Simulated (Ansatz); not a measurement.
# KCl under changes of volume

One of the cells (28.294 Å³/atom); the others are scaled copies at fixed shape and fractional positions:

```xyz
2
Lattice="3.8392 0.0000 0.0000 0.0000 3.8392 0.0000 0.0000 0.0000 3.8392" Properties=species:S:1:pos:R:3 pbc="T T T"
K     0.0000    0.0000    0.0000
Cl    1.9196    1.9196    1.9196
```

Measurements of this composition are mostly on another form, of space group No. 225.

```yaml
Program: Ansatz 0.2.0
Functional: LDA
Potentials_or_basis: Ansatz PAW
Cutoff: "420 eV (not typed: the program's choice for these potentials)"
k_mesh: 7 × 7 × 7
Occupations: fermi-dirac, width 0.05 eV
Spin: no spin polarisation
```

```csv
volume (Å³/atom),energy over the lowest point (meV/atom),pressure (GPa),gap on the mesh (eV)
26.596,0.00,-2.3,4.65
27.162,?,?,?
27.728,18.41,-2.9,4.47
28.294,29.11,-3.2,4.39
28.860,40.62,-3.4,4.31
29.426,52.83,-3.5,4.23
29.991,65.64,-3.7,4.16
```

Task: What does the run at 27.162 Å³/atom give?

Result: Energy over the lowest point 8.65 meV/atom; pressure -2.6 GPa; gap on the mesh 4.56 eV.

Worked out: A Birch-Murnaghan fit of order 3 (a polynomial in V^(-2/3)) to the other rows has no minimum within the range. It gives 8.66 meV/atom at 27.162 Å³/atom, against the run's 8.65, and -dE/dV = -2.6 GPa, against -2.6. A straight line through the other rows of the gap, of slope -4.08 eV per unit of ln V, gives 4.56 eV, against the run's 4.56.

Energies are extrapolated to zero smearing.

Caveats: odd divisions of the mesh miss points on the zone boundary, where band edges often lie, so the gap on the mesh can be too wide; the PAW data sets come from PBE, with cores solved anew for the run's functional, which leaves a small shift of forces and pressure.

A mesh can miss the band edges.
